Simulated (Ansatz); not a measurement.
# W(100) with 4 layers of random W-Al, 2x2: scattering by chemical disorder, part 2 of 2

How strongly does chemical disorder scatter in W(100) with 4 layers of random W-Al, 2x2?

Ansatz 0.2.0; Ansatz plane-wave DFT, PBE, PAW files; ballistic transport by layer matching (Landauer), zero bias; PAW set soft_1.

So far. Step 3 (With 8 alloy layers): Over the solved energies the transmission per spin lies between 0.940 and 1.08, out of 5.20 channels of the lead on average (up to 5.66). The log calls the step of a lead's potential too much.

### 4. With 12 alloy layers

In 12 layers a share of 0.5 of the sites is given to Al at random. A fresh draw is used; the growth of the resistance with length is what counts.

System of this step: W(100) with 12 layers of random W-Al, 2x2. The cell holds 88 atoms: 64 W and 24 Al. Cell: a = 6.330 Å, b = 6.330 Å, c = 34.813 Å, α = 90.0°, β = 90.0°, γ = 90.0°. It derives from W. Regions: lead, 40 atoms (40 W); scattering region, 48 atoms (24 Al and 24 W). The structure is stacked along c, and the current runs across the ab planes.

Input file input.yaml:

```yaml
crystal:
  lattice:
    - [6.3296, 0.0, 0.0]
    - [0.0, 6.3296, 0.0]
    - [0.0, 0.0, 34.8128]
  atoms:
    - { symbol: W, position: [0.0, 0.0, 0.0227272727] }
    - { symbol: W, position: [0.0, 0.5, 0.0227272727] }
    - { symbol: W, position: [0.5, 0.0, 0.0227272727] }
    - { symbol: W, position: [0.5, 0.5, 0.0227272727] }
    - { symbol: W, position: [0.25, 0.25, 0.0681818182] }
    - { symbol: W, position: [0.25, 0.75, 0.0681818182] }
    - { symbol: W, position: [0.75, 0.25, 0.0681818182] }
    - { symbol: W, position: [0.75, 0.75, 0.0681818182] }
    - { symbol: W, position: [0.0, 0.0, 0.1136363636] }
    - { symbol: W, position: [0.0, 0.5, 0.1136363636] }
    - { symbol: W, position: [0.5, 0.0, 0.1136363636] }
    - { symbol: W, position: [0.5, 0.5, 0.1136363636] }
    - { symbol: W, position: [0.25, 0.25, 0.1590909091] }
    - { symbol: W, position: [0.25, 0.75, 0.1590909091] }
    - { symbol: W, position: [0.75, 0.25, 0.1590909091] }
    - { symbol: W, position: [0.75, 0.75, 0.1590909091] }
    - { symbol: W, position: [0.0, 0.0, 0.2045454545] }
    - { symbol: W, position: [0.0, 0.5, 0.2045454545] }
    - { symbol: W, position: [0.5, 0.0, 0.2045454545] }
    - { symbol: W, position: [0.5, 0.5, 0.2045454545] }
    - { symbol: Al, position: [0.25, 0.25, 0.25] }
    - { symbol: W, position: [0.25, 0.75, 0.25] }
    - { symbol: Al, position: [0.75, 0.25, 0.25] }
    - { symbol: Al, position: [0.75, 0.75, 0.25] }
    - { symbol: Al, position: [0.0, 0.0, 0.2954545455] }
    - { symbol: W, position: [0.0, 0.5, 0.2954545455] }
    - { symbol: Al, position: [0.5, 0.0, 0.2954545455] }
    - { symbol: W, position: [0.5, 0.5, 0.2954545455] }
    - { symbol: W, position: [0.25, 0.25, 0.3409090909] }
    - { symbol: W, position: [0.25, 0.75, 0.3409090909] }
    - { symbol: W, position: [0.75, 0.25, 0.3409090909] }
    - { symbol: W, position: [0.75, 0.75, 0.3409090909] }
    - { symbol: Al, position: [0.0, 0.0, 0.3863636364] }
    - { symbol: Al, position: [0.0, 0.5, 0.3863636364] }
    - { symbol: W, position: [0.5, 0.0, 0.3863636364] }
    - { symbol: W, position: [0.5, 0.5, 0.3863636364] }
    - { symbol: Al, position: [0.25, 0.25, 0.4318181818] }
    - { symbol: Al, position: [0.25, 0.75, 0.4318181818] }
    - { symbol: W, position: [0.75, 0.25, 0.4318181818] }
    - { symbol: W, position: [0.75, 0.75, 0.4318181818] }
    - { symbol: Al, position: [0.0, 0.0, 0.4772727273] }
    - { symbol: Al, position: [0.0, 0.5, 0.4772727273] }
    - { symbol: Al, position: [0.5, 0.0, 0.4772727273] }
    - { symbol: Al, position: [0.5, 0.5, 0.4772727273] }
    - { symbol: W, position: [0.25, 0.25, 0.5227272727] }
    - { symbol: Al, position: [0.25, 0.75, 0.5227272727] }
    - { symbol: W, position: [0.75, 0.25, 0.5227272727] }
    - { symbol: Al, position: [0.75, 0.75, 0.5227272727] }
    - { symbol: Al, position: [0.0, 0.0, 0.5681818182] }
    - { symbol: Al, position: [0.0, 0.5, 0.5681818182] }
    - { symbol: Al, position: [0.5, 0.0, 0.5681818182] }
    - { symbol: W, position: [0.5, 0.5, 0.5681818182] }
    - { symbol: W, position: [0.25, 0.25, 0.6136363636] }
    - { symbol: W, position: [0.25, 0.75, 0.6136363636] }
    - { symbol: W, position: [0.75, 0.25, 0.6136363636] }
    - { symbol: Al, position: [0.75, 0.75, 0.6136363636] }
    - { symbol: W, position: [0.0, 0.0, 0.6590909091] }
    - { symbol: W, position: [0.0, 0.5, 0.6590909091] }
    - { symbol: W, position: [0.5, 0.0, 0.6590909091] }
    - { symbol: W, position: [0.5, 0.5, 0.6590909091] }
    - { symbol: W, position: [0.25, 0.25, 0.7045454545] }
    - { symbol: Al, position: [0.25, 0.75, 0.7045454545] }
    - { symbol: Al, position: [0.75, 0.25, 0.7045454545] }
    - { symbol: Al, position: [0.75, 0.75, 0.7045454545] }
    - { symbol: W, position: [0.0, 0.0, 0.75] }
    - { symbol: W, position: [0.0, 0.5, 0.75] }
    - { symbol: Al, position: [0.5, 0.0, 0.75] }
    - { symbol: Al, position: [0.5, 0.5, 0.75] }
    - { symbol: W, position: [0.25, 0.25, 0.7954545455] }
    - { symbol: W, position: [0.25, 0.75, 0.7954545455] }
    - { symbol: W, position: [0.75, 0.25, 0.7954545455] }
    - { symbol: W, position: [0.75, 0.75, 0.7954545455] }
    - { symbol: W, position: [0.0, 0.0, 0.8409090909] }
    - { symbol: W, position: [0.0, 0.5, 0.8409090909] }
    - { symbol: W, position: [0.5, 0.0, 0.8409090909] }
    - { symbol: W, position: [0.5, 0.5, 0.8409090909] }
    - { symbol: W, position: [0.25, 0.25, 0.8863636364] }
    - { symbol: W, position: [0.25, 0.75, 0.8863636364] }
    - { symbol: W, position: [0.75, 0.25, 0.8863636364] }
    - { symbol: W, position: [0.75, 0.75, 0.8863636364] }
    - { symbol: W, position: [0.0, 0.0, 0.9318181818] }
    - { symbol: W, position: [0.0, 0.5, 0.9318181818] }
    - { symbol: W, position: [0.5, 0.0, 0.9318181818] }
    - { symbol: W, position: [0.5, 0.5, 0.9318181818] }
    - { symbol: W, position: [0.25, 0.25, 0.9772727273] }
    - { symbol: W, position: [0.25, 0.75, 0.9772727273] }
    - { symbol: W, position: [0.75, 0.25, 0.9772727273] }
    - { symbol: W, position: [0.75, 0.75, 0.9772727273] }
kpoints:
  mp_grid: { grid: [4, 4, 1] }
hamiltonian:
  xc: pbe
  pseudopotentials: { kind: paw, azcp: { folder: soft_1 } }
scf:
  occupations: { method: fermi_dirac, width: 0.1 }
output:
  transmission: { leads: [[0, 4]], kmesh: [8, 8], e_range: [-0.05, 0.05], de: 0.05 }
  write_potential: true
  write_density: true
  volumetric_format: npy
```

Launch:

```console
$ ansatz run input.yaml --threads 4 --pin off --max-ram 15360MiB --backend cpu --events-out ev --progress --plain --runs-dir out
```

Numbers of over 12 decimals in the logs are rounded to 6 here.

The log of the run:

```text
[...]
Crystal: 88 atoms, lattice volume = 1394.734 Å³
Basis set: ecut = 420 eV, 27305 PW (Γ)
Bands: 581, of which v1, the nominal top of the filled ones, is band 484 counted from 1 (483 counted from 0)
Symmetry: 1 space group operations
[...]
k-points: 10 of 16 (time reversal used)
[...]
SCF iter   1: F=—  HF=-677611.805133 eV  |F-HF|=—  |Δ(HF+E_count)|=         —  Δρ=5.80e-2  dr2=8.46e1  ethr=3.10e-3  ⟨swp⟩=6.1  Hψ=24302  notcnv=0
[...]
SCF iter   9: F=-677595.684623 eV  HF=-677595.684623 eV  |F-HF|=2.99e-8  |Δ(HF+E_count)|=   2.60e-8  Δρ=4.74e-7  dr2=3.19e-8  ethr=1.03e-11  ⟨swp⟩=7.2  Hψ=15511  notcnv=0
SCF 1 converged in 9 iterations: F = -677595.684623 eV  dr2 = 3.19e-8
[...]
transmission: 174 of 1734 steps passed
transmission: 350 of 1734 steps passed
[...]
transmission: 1734 of 1734 steps passed
SCF converged after 9 iterations
Free energy (F): -677595.684623 eV
[...]
Internal energy: -677594.058532 eV  (E = F + TS)
E sigma→0 (E₀):  -677594.871577 eV
Entropy (-TS):   -1.626091 eV (-18.478 meV/atom)
Fermi energy:    18.413036 eV
[...]
--- Band table (eV; the first three rows and the last of 10) ---
  k-point 0: bands = [... 480 lower, 18.3529, 18.3644, 18.4138, 18.4701, 18.4803, 18.5139, 18.5260, 18.5699, ... 93 higher]
  k-point 1: bands = [... 480 lower, 18.3304, 18.3682, 18.3849, 18.3995, 18.4668, 18.5080, 18.5260, 18.5456, ... 93 higher]
  k-point 2: bands = [... 480 lower, 18.3547, 18.4046, 18.4301, 18.4722, 18.5264, 18.5397, 18.6038, 18.6133, ... 93 higher]
  k-point 9: bands = [... 480 lower, 18.0278, 18.1079, 18.1780, 18.2984, 18.3190, 18.3795, 18.4442, 18.5346, ... 93 higher]
--- Transmission ---
  basis      : 349 plane waves across, 51 finite elements along
  points     : 34, standing for a mesh of 8 x 8
[...]
channels       : 5.031250e0 a spin
[...]
slowest decay  : 0.0395 /Å at (0.5000, 0.5000)
  junction   : crystal 0 to crystal 0, 0.70 to 33.93 Å
    transmission   : 7.956703e-1 a spin
[...]
```

It took 24 min on 4 threads of Arm Neoverse V1, shared host; peak memory 9 GiB; 1.5 h of CPU time.

This step gave:

* free energy: -677595.6846 eV
* energy at zero smearing: -677594.8716 eV
* Fermi energy: 18.41 eV
* transmission per spin nearest the Fermi level: 0.7957
* open channels per spin nearest the Fermi level: 5.031
* step of the lead's potential: 17.6 meV

Per spin. Table of transmission, zone mean by energy, zero at the Fermi level:

```csv
energy (eV),"transmission, zone mean"
-0.0500,0.712
0.0000,0.796
0.0500,0.792
```

Over the solved energies the transmission per spin lies between 0.712 and 0.796, out of 5.11 channels of the lead on average (up to 5.66).

### 5. Resistance against length

This step: Ansatz plane-wave DFT, PBE, PAW files; ballistic transport by layer matching (Landauer), zero bias; residual resistivity from the slope of the area resistance, atoms on the host's lattice; PAW set soft_1 (Ansatz 0.2.0).

This step gave:

| Property | Result |
| --- | --- |
| resistivity | 229.2 µΩ cm |
| intercept | 1.359 fΩ m² |
| scatter about the fit | 0.03316 fΩ m² |

Resistance, by row:

```csv
run,length (Å),T,channels N,RA (fΩ m²)
n4,6.33,1.354,5.24,2.833
n8,12.66,0.9928,5.198,4.214
n12,18.99,0.7665,5.115,5.735
```

The area resistance by length of the alloy:

```csv
length of the alloy (Å),area resistance (fΩ m²)
6.33,2.83
12.66,4.21
18.99,5.73
```

The area resistance goes from 2.8 to 5.7 fΩ m² between 6.3 and 19.0 Å, a slope of 229 µΩ cm.

By hand from the end points: (5.735 − 2.833) fΩ m² / (18.99 − 6.33) Å = 229 µΩ cm, since 1 fΩ m² per Å is 1000 µΩ cm.

### 6. Summary of results

| Property | Result |
| --- | --- |
| resistivity from the slope | 229 µΩ cm |
| area resistance over 6.33 Å | 2.83 fΩ m² |
| area resistance over 12.7 Å | 4.21 fΩ m² |
| area resistance over 19.0 Å | 5.73 fΩ m² |

The slope gives 229 µΩ cm. The points scatter by 0.033 fΩ m² about the line, with one random draw a length in a 2x2 cell, so the slope is a rough value. The lead's own channel count moves between the runs (5.24, 5.20 and 5.11), which shifts RA and the slope too. Read with a model of isotropic scattering on a spherical Fermi surface and the lead's 1.0×10¹⁵ S/m², this slope means a mean free path near 3.2 Å (a rough figure, since the alloy's own channel count differs); over these lengths the model's slope is within 3 % of its bulk resistivity, though a free path of a few ångströms strains the picture. The atoms sit on the host's lattice, so scattering by size misfit is left out. With 50 % of Al, whose own structure is another, this is a hypothetical phase. Spin-orbit coupling is left out, which matters for W. A lead's potential steps by up to 56 meV from period to period, which the log calls too much, so longer leads could move the result.

[Logs are printed without paths, hosts, clocks, repeated set-up lines and the standing remarks that a program may print on its own settings, such as how far it seeks lower states.]

[Hosts, paths, dates, database ids (printed as entryN), source tags and the programs' standing remarks are cut or masked in the printed files.]
